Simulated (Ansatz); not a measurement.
# SiO2: the cost of one run

Program: Ansatz 0.2.0. Level of theory: DFT PBEsol, scalar-relativistic, plane waves, PAW. These are calculated values, not measurements.

2 further runs of the same task are left out: 2 set aside as unsound or not needed.

**1. The starting structure**

It takes space group I-42d (No. 122, tetragonal). The conventional cell has a = 4.980 Å, b = 4.980 Å, c = 7.337 Å, α = 90.00°, β = 90.00°, γ = 90.00°. Si (site symmetry -4) has 4 O at 1.62 Å in its first shell of neighbours. O (site symmetry 2) is surrounded by 2 Si at 1.62 Å.

Coordinates:

```cif
data_structure
_symmetry_space_group_name_H-M 'P 1'
_symmetry_Int_Tables_number 1
_cell_length_a 4.9800
_cell_length_b 4.9800
_cell_length_c 7.3373
_cell_angle_alpha 90.000
_cell_angle_beta 90.000
_cell_angle_gamma 90.000
_cell_volume 181.97
loop_
_atom_site_label
_atom_site_type_symbol
_atom_site_fract_x
_atom_site_fract_y
_atom_site_fract_z
_atom_site_occupancy
Si1 Si 0.00000 0.00000 0.00000 1
Si2 Si 0.50000 0.50000 0.50000 1
Si3 Si 0.00000 0.50000 0.25000 1
Si4 Si 0.50000 0.00000 0.75000 1
O1 O 0.90335 0.25000 0.12500 1
O2 O 0.40335 0.75000 0.62500 1
O3 O 0.25000 0.40335 0.37500 1
O4 O 0.75000 0.90335 0.87500 1
O5 O 0.09665 0.75000 0.12500 1
O6 O 0.59665 0.25000 0.62500 1
O7 O 0.75000 0.59665 0.37500 1
O8 O 0.25000 0.09665 0.87500 1
```

It is built from the cell relaxed beforehand with the same method (15.16 Å³/atom).

**2. Zero of the scan**

Contents of input.yaml:

```yaml
crystal:
  lattice:
    - [0.0, -4.9799925299, 0.0]
    - [-4.9799925299, 0.0, 0.0]
    - [0.0, 0.0, -7.3372591083]
  atoms:
    - { symbol: Si, position: [0.0, 0.0, 0.0] }
    - { symbol: Si, position: [0.5, 0.5, 0.5] }
    - { symbol: Si, position: [0.0, 0.5, 0.25] }
    - { symbol: Si, position: [0.5, 1.0, 0.75] }
    - { symbol: O, position: [0.9033481991, 0.25, 0.125] }
    - { symbol: O, position: [0.4033481991, 0.75, 0.625] }
    - { symbol: O, position: [0.25, 0.4033481991, 0.375] }
    - { symbol: O, position: [0.75, 0.9033481991, 0.875] }
    - { symbol: O, position: [0.0966518009, 0.75, 0.125] }
    - { symbol: O, position: [0.5966518009, 0.25, 0.625] }
    - { symbol: O, position: [0.75, 0.5966518009, 0.375] }
    - { symbol: O, position: [0.25, 0.0966518009, 0.875] }
basis:
  ecutwfc: 420
kpoints:
  mp_grid: { grid: [4, 4, 4] }
hamiltonian:
  xc: pbesol
scf:
  occupations: { method: gaussian, width: 0.05 }
output:
  forces: true
  stress: true
  eigenvalues: true
  write_density: true
  write_potential: true
  elf: true
  volumetric_format: npy
```

The run is started by

```sh
ansatz run input.yaml --threads 2 --pin off --max-ram 5120MiB --backend cpu --events-out ev --progress --plain --runs-dir out
```

What time and memory should one allow on 2 threads of Arm Neoverse V1, shared host?

About 8.4 s, with a peak of 0.42 GiB.
